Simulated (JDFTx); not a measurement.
Crystal: FeO.

```
Fe O
1.0
     2.61247    0.00000    0.00000
     0.00000    2.61247    0.00000
     0.00000    0.00000    2.61247
Fe O
1 1
Direct
  0.00000 0.00000 0.00000
  0.50000 0.50000 0.50000
```

The cell comes from a database or a generator and needn't be the stable form of this composition.

```yaml
Program: JDFTx 1.7.0 (patched build)
Task: single point
Functional: PBE
Potentials_or_basis: PseudoDojo-SR-PBE-0.5-standard with smoothed tails
Cutoff: 1225 eV
Density_cutoff: 9796 eV
k_mesh: 10 × 10 × 10
Occupations: fermi-dirac, width 0.05 eV
Spin: collinear spin, ferromagnetic start
Starting_moments: "[3.0, 0.0] μB"
```

On this cell: pressure 8.5 GPa; largest force zero by symmetry; net moment 4.00 μB per cell; site moments Fe +3.56; O +0.45 μB; band gap on the k mesh none (metal or under the smearing width).

The same run follows on a disturbed copy (atoms moved at random, drawn with an rms of 0.05 Å):

```
Fe O
1.0
     2.61247    0.00000    0.00000
     0.00000    2.61247    0.00000
     0.00000    0.00000    2.61247
Fe O
1 1
Direct
  0.01260 0.00268 0.99642
  0.48413 0.50222 0.50036
```

**Question.** What changes?

**Answer.** The energy (extrapolated to zero smearing) moves by +2.4 meV/atom; pressure 9.0 GPa; largest force 0.131 eV/Å; net moment 4.00 μB per cell; site moments Fe +3.56; O +0.45 μB; band gap on the k mesh none (metal or under the smearing width).

Forces in eV/Å, atoms in the order of the input:
```
Fe  -0.130 -0.002  0.019
O    0.130  0.002 -0.019
```

Stress tensor (GPa, compression positive):
```
 9.00  0.02 -0.17
 0.02  8.97  0.00
-0.17  0.00  8.97
```

Caveats: a cell with one magnetic atom can't hold antiferromagnetic order, which such compounds often take; semilocal functionals often make such compounds metallic where correlation or magnetic order opens a gap, which also shifts bond lengths.
